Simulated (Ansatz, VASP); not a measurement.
**One calculation of Li2O, two programs**

```xyz
3
Lattice="0.0000 2.3129 2.3129 2.3129 0.0000 2.3129 2.3129 2.3129 0.0000" Properties=species:S:1:pos:R:3 pbc="T T T"
Li    1.1565    1.1565    1.1565
Li    3.4694    3.4694    3.4694
O     0.0000    0.0000    0.0000
```

Alike in both runs: task single point; functional PBE; k mesh 8 × 8 × 8; occupations gaussian, width 0.05 eV; no spin polarisation.

```csv
,VASP,Ansatz
version,VASP 6.6.1,Ansatz 0.2.0
potentials or method,"VASP PAW PBE potentials, release 64 (Li_sv, O)","scalar-relativistic, plane waves, PAW"
plane-wave cutoff (eV),520,520
valence electrons in the cell,12,12
```

|  | VASP | Ansatz | Ansatz less VASP |
| --- | --- | --- | --- |
| gap on the k mesh at the Fermi level (eV) | 4.96 | 4.98 | +0.019 |
| least direct gap on the mesh (eV) | 5.25 | 5.24 | -0.010 |

The functional is the same, so the differences come from potentials, cutoffs and numerics.

 As with any semilocal functional, this PBE gap is likely too small. A k mesh can miss the band edges.
